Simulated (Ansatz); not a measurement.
**40-atom supercell of perovskite KTaO3**

Wanted: energy, pressure and frontier levels of the defect-free cell (PBEsol, HSE06 and r²SCAN).

All numbers are computed with Ansatz 0.2.0 (PAW, plane waves).

## 1. The starting cell

40 atoms (8 K, 8 Ta, 24 O); a = 7.971 Å, b = 7.971 Å, c = 7.971 Å, α = 90.00°, β = 90.00°, γ = 90.00°.

Plan of the steps: (2) PBEsol single point at the single k point (¼, ¼, ¼), on 7 threads; (3) HSE06 single point at the single k point (¼, ¼, ¼), on 7 threads; (4) r²SCAN single point at the single k point (¼, ¼, ¼), on 7 threads.

## 2. PBEsol on the given atoms

Contents of in.yaml:

```yaml
crystal:
  lattice:
    - [7.970878, 0.000000, 0.000000]
    - [0.000000, 7.970878, 0.000000]
    - [0.000000, 0.000000, 7.970878]
  atoms:
    - { symbol: K, position: [0.000000, 0.000000, 0.000000] }
    - { symbol: K, position: [0.000000, 0.000000, 0.500000] }
    - { symbol: K, position: [0.000000, 0.500000, 0.000000] }
    - { symbol: K, position: [0.000000, 0.500000, 0.500000] }
    - { symbol: K, position: [0.500000, 0.000000, 0.000000] }
    - { symbol: K, position: [0.500000, 0.000000, 0.500000] }
    - { symbol: K, position: [0.500000, 0.500000, 0.000000] }
    - { symbol: K, position: [0.500000, 0.500000, 0.500000] }
    - { symbol: Ta, position: [0.250000, 0.250000, 0.250000] }
    - { symbol: Ta, position: [0.250000, 0.250000, 0.750000] }
    - { symbol: Ta, position: [0.250000, 0.750000, 0.250000] }
    - { symbol: Ta, position: [0.250000, 0.750000, 0.750000] }
    - { symbol: Ta, position: [0.750000, 0.250000, 0.250000] }
    - { symbol: Ta, position: [0.750000, 0.250000, 0.750000] }
    - { symbol: Ta, position: [0.750000, 0.750000, 0.250000] }
    - { symbol: Ta, position: [0.750000, 0.750000, 0.750000] }
    - { symbol: O, position: [0.250000, 0.250000, 0.000000] }
    - { symbol: O, position: [0.250000, 0.250000, 0.500000] }
    - { symbol: O, position: [0.250000, 0.750000, 0.000000] }
    - { symbol: O, position: [0.250000, 0.750000, 0.500000] }
    - { symbol: O, position: [0.750000, 0.250000, 0.000000] }
    - { symbol: O, position: [0.750000, 0.250000, 0.500000] }
    - { symbol: O, position: [0.750000, 0.750000, 0.000000] }
    - { symbol: O, position: [0.750000, 0.750000, 0.500000] }
    - { symbol: O, position: [0.000000, 0.250000, 0.250000] }
    - { symbol: O, position: [0.000000, 0.250000, 0.750000] }
    - { symbol: O, position: [0.000000, 0.750000, 0.250000] }
    - { symbol: O, position: [0.000000, 0.750000, 0.750000] }
    - { symbol: O, position: [0.500000, 0.250000, 0.250000] }
    - { symbol: O, position: [0.500000, 0.250000, 0.750000] }
    - { symbol: O, position: [0.500000, 0.750000, 0.250000] }
    - { symbol: O, position: [0.500000, 0.750000, 0.750000] }
    - { symbol: O, position: [0.250000, 0.000000, 0.250000] }
    - { symbol: O, position: [0.250000, 0.000000, 0.750000] }
    - { symbol: O, position: [0.250000, 0.500000, 0.250000] }
    - { symbol: O, position: [0.250000, 0.500000, 0.750000] }
    - { symbol: O, position: [0.750000, 0.000000, 0.250000] }
    - { symbol: O, position: [0.750000, 0.000000, 0.750000] }
    - { symbol: O, position: [0.750000, 0.500000, 0.250000] }
    - { symbol: O, position: [0.750000, 0.500000, 0.750000] }
  symmetry: { detect: false }
kpoints:
  mp_grid: { grid: [1, 1, 1], shift: [0.25, 0.25, 0.25] }
hamiltonian:
  xc: pbesol
scf:
  occupations: { method: fermi_dirac, width: 0.01 }
output:
  forces: true
  eigenvalues: true
  stress: true
  populations: true
  eigenstates: { kpoints: [[0.25, 0.25, 0.25]], e_range: [-6.0, 6.0], localisation: true }
```

## 3. Single point with HSE06

in.yaml, as its differences from that of step 2:

```diff
@@ -50,3 +50,3 @@
 hamiltonian:
-  xc: pbesol
+  xc: hse06
 scf:
@@ -56,3 +56,2 @@
   eigenvalues: true
-  stress: true
   populations: true
```

## 4. Single point with r²SCAN

in.yaml, as its differences from that of step 3:

```diff
@@ -50,3 +50,3 @@
 hamiltonian:
-  xc: hse06
+  xc: r2scan
 scf:
```

Q: Predict the outcome of this session. Wanted: for each run, top filled to lowest empty; energy; pressure.

As calculated:

| level | time | top filled to lowest empty (eV) | energy (eV/atom) | pressure (GPa) |
| --- | --- | --- | --- | --- |
| PBEsol | 7.3 s (7 CPU threads) | 3.10 | -2602.2189 | -0.05 |
| HSE06 | 70 s (7 CPU threads) | 4.63 | -2635.8329 | - |
| r²SCAN | 12 s (7 CPU threads) | 3.59 | -2639.8814 | - |

**What this shows.** At the same k points, PBEsol gives a spacing 1.52 eV smaller and r²SCAN gives a spacing 1.04 eV smaller than the 4.63 eV of HSE06. The price of HSE06 is about 9.6 times the time of PBEsol here. With one k point the spacing samples only the states that fold onto it, so it can exceed the gap over the zone.
